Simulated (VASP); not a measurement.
# Settings for BN: relaxation of the cell

BN, F-43m (no. 216), 2 atoms in the cell. PBEsol; PAW potentials N, B (PBE set). VASP 6.6.1. The cell is changed on purpose: volume scaled by 1.06.

Wanted: cell volume within 0.05 %; lattice lengths within 0.03 %; shortest distances from each atom, periodic images included within 0.002 Å.

What the run is for: cell; Accuracy asked: tight.

The series start from Plane-wave cutoff (eV): 600; k-point mesh: 8 × 8 × 8; Relaxation passes: 2; Ionic threshold (EDIFFG): -0.005; Electronic threshold (eV): 1e-6; Precision mode (PREC): Accurate; Relaxation algorithm: IBRION=2 POTIM=0.5. Each series keeps the choices made before it, and each single choice may use up half of a tolerance. Times cover all steps of a run.

## Plane-wave cutoff (eV)

| Plane-wave cutoff (eV) | Cell volume (Å³) | Lattice lengths, largest deviation against the largest value | Shortest distances from each atom, periodic images included, largest deviation (Å) | Time (s) |
|---|---|---|---|---|
| 400 | 11.55 | 0.54 % | 0.0085 | 10 |
| 460 | 11.71 | 0.085 % | 0.0013 | 12 |
| 520 | 11.74 | 0.022 % | 0.0003 | 12 |
| 600 | 11.73 | 0.045 % | 0.0007 | 12 |
| 700 | 11.73 | 0.03 % | 0.0005 | 13 |
| 840 (reference) | 11.74 | 0 % | 0.0000 | 19 |

Chosen: 840; the next looser run is off by more than half of the tolerance, so convergence isn't shown beyond this value.

## k-point mesh

| k-point mesh | Cell volume (Å³) | Lattice lengths, largest deviation against the largest value | Shortest distances from each atom, periodic images included, largest deviation (Å) | Time (s) |
|---|---|---|---|---|
| 4 × 4 × 4 | 11.76 | 0.06 % | 0.0009 | 11 |
| 5 × 5 × 5 | 11.75 | 0.014 % | 0.0002 | 12 |
| 7 × 7 × 7 | 11.74 | 0.00078 % | 0.0000 | 17 |
| 8 × 8 × 8 | 11.74 | 0 % | 0.0000 | 19 |
| 10 × 10 × 10 | 11.74 | 0 % | 0.0000 | 29 |
| 13 × 13 × 13 (reference) | 11.74 | 0 % | 0.0000 | 46 |

Chosen: 7 × 7 × 7, the loosest value from which every tighter one stays within half of the tolerance.

## Relaxation passes

| Relaxation passes | Cell volume (Å³) | Lattice lengths, largest deviation against the largest value | Shortest distances from each atom, periodic images included, largest deviation (Å) | Time (s) |
|---|---|---|---|---|
| 1 | 11.74 | 0 % | 0.0000 | 14 |
| 2 | 11.74 | 0 % | 0.0000 | 17 |
| 3 (reference) | 11.74 | 0 % | 0.0000 | 18 |

Chosen: 1.

## Ionic threshold (EDIFFG)

| Ionic threshold (EDIFFG) | Cell volume (Å³) | Lattice lengths, largest deviation against the largest value | Shortest distances from each atom, periodic images included, largest deviation (Å) | Time (s) |
|---|---|---|---|---|
| -0.05 | 11.75 | 0.029 % | 0.0004 | 10 |
| -0.02 | 11.75 | 0.029 % | 0.0004 | 10 |
| -0.01 | 11.74 | 0.02 % | 0.0003 | 12 |
| -0.005 | 11.74 | 0 % | 0.0000 | 14 |
| -0.002 (reference) | 11.74 | 0 % | 0.0000 | 14 |

Chosen: -0.005.

## Electronic threshold (eV)

| Electronic threshold (eV) | Cell volume (Å³) | Lattice lengths, largest deviation against the largest value | Shortest distances from each atom, periodic images included, largest deviation (Å) | Time (s) |
|---|---|---|---|---|
| 0.0001 | 11.75 | 0.009 % | 0.0001 | 10 |
| 1e-5 | 11.74 | 0 % | 0.0000 | 13 |
| 1e-6 | 11.74 | 0 % | 0.0000 | 14 |
| 1e-7 (reference) | 11.74 | 0 % | 0.0000 | 15 |

Chosen: 1e-5.

## Precision mode (PREC)

| Precision mode (PREC) | Cell volume (Å³) | Lattice lengths, largest deviation against the largest value | Shortest distances from each atom, periodic images included, largest deviation (Å) | Time (s) |
|---|---|---|---|---|
| Normal | 11.74 | 0.00039 % | 0.0000 | 8.0 |
| Accurate (reference) | 11.74 | 0 % | 0.0000 | 13 |

Chosen: Normal.

## Relaxation algorithm

| Relaxation algorithm | Cell volume (Å³) | Lattice lengths, largest deviation against the largest value | Shortest distances from each atom, periodic images included, largest deviation (Å) | Time (s) |
|---|---|---|---|---|
| IBRION=2 POTIM=0.5 | 11.74 | 0 % | 0.0000 | 8.0 |
| IBRION=2 POTIM=0.2 | 11.74 | 0.0027 % | 0.0000 | 7.4 |
| IBRION=1 POTIM=0.5 | 11.74 | 0.0035 % | 0.0001 | 7.0 |
| IBRION=1 POTIM=0.2 | 11.74 | 0.0012 % | 0.0000 | 6.7 |

Chosen: IBRION=1 POTIM=0.2; it saves 1.3 s of 8.0, so IBRION=2 POTIM=0.5 would do nearly as well.

## All choices together

| Input | Cell volume (Å³) | Lattice lengths, largest deviation against the largest value | Shortest distances from each atom, periodic images included, largest deviation (Å) | Time (s) |
|---|---|---|---|---|
| the program's defaults (naive) | 11.56 | 0.53 % | 0.0082 | 2.8 |
| chosen settings | 11.74 | 0.0078 % | 0.0001 | 6.7 |
| reference settings throughout | 11.74 | 0 % | 0.0000 | 62 |

The chosen settings stay within the tolerance of the reference run, but the reference itself isn't shown to be converged in: Plane-wave cutoff (eV).

Values of the reference run: Lattice lengths: 2.551, 2.551, 2.551 Å; Shortest distances from each atom, periodic images included: 1.562, 1.562, 1.562, 1.562, 1.562, 1.562, 1.562, 1.562 Å.

## The input

INCAR.step1:
```
GGA = PS
ISMEAR = 0
SIGMA = 0.03
LWAVE = F
LCHARG = F
NSW = 80
PREC = Normal
LASPH = T
LREAL = F
ALGO = Normal
EDIFF = 1E-5
NELM = 120
GGA_COMPAT = F
IBRION = 1
ISIF = 3
EDIFFG = -0.005
NELMIN = 4
ENCUT = 840
EFERMI = MIDGAP
POTIM = 0.2
```

INCAR.step2, as INCAR.step1 but for:
```
- NSW = 80
- IBRION = 1
- ISIF = 3
- EDIFFG = -0.005
- NELMIN = 4
- POTIM = 0.2
+ ISIF = 2
```

KPOINTS:
```
Automatic mesh
0
Gamma
  7 7 7
  0 0 0
```

POSCAR.step1:
```
BN
1.0
    0.0000000000      1.8485590667      1.8485590667
    1.8485590667      0.0000000000      1.8485590667
    1.8485590667      1.8485590667      0.0000000000
N B
1 1
Direct
    0.2500000000      0.2500000000      0.2500000000
    0.0000000000      0.0000000000      0.0000000000
```

Commands (each step's output is kept before the next begins):
```
cat potpaw_PBE.64/N/POTCAR potpaw_PBE.64/B/POTCAR > POTCAR
cp INCAR.step1 INCAR
cp POSCAR.step1 POSCAR
mpirun -np 1 vasp_std > vasp.out
cp CONTCAR POSCAR
cp INCAR.step2 INCAR
mpirun -np 1 vasp_std > vasp.out
```

The chosen input took VASP 6.6.1 6.7 s on 1 core (Intel Xeon Platinum 8488C (Sapphire Rapids)), a shared host.
